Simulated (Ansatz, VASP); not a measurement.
# One calculation of F, two programs

```xyz
1
Lattice="0.0000 1.4042 1.4042 1.4042 0.0000 1.4042 1.4042 1.4042 0.0000" Properties=species:S:1:pos:R:3 pbc="T T T"
F     0.0000    0.0000    0.0000
```

Change from the starting cell: volume scaled by 0.6, LAPW.

Alike in both runs: task single point; functional PBEsol; k mesh 19 × 19 × 19; occupations fermi-dirac, width 0.08 eV; no spin polarisation.

```csv
,VASP,Ansatz
version,VASP 6.6.1,Ansatz 0.2.0
potentials or method,"VASP PAW PBE potentials, release 64 (F), cutoff 520 eV","all-electron LAPW, scalar-relativistic"
```

```csv
,VASP,Ansatz,Ansatz less VASP
pressure (GPa),134.1,134.8,+0.70
```

Ansatz ran all-electron here, so the differences hold the error of VASP's frozen core and of both bases.

Caveats: the cell as given lies far from equilibrium; so large a pressure means that the cell lies far from this level's equilibrium, or that cutoff or potentials fall short (VASP); the potentials were made for another functional, which shifts forces and pressure (VASP); an odd number of electrons without spin polarisation forces a metal; a magnetic or distorted state may lie lower.
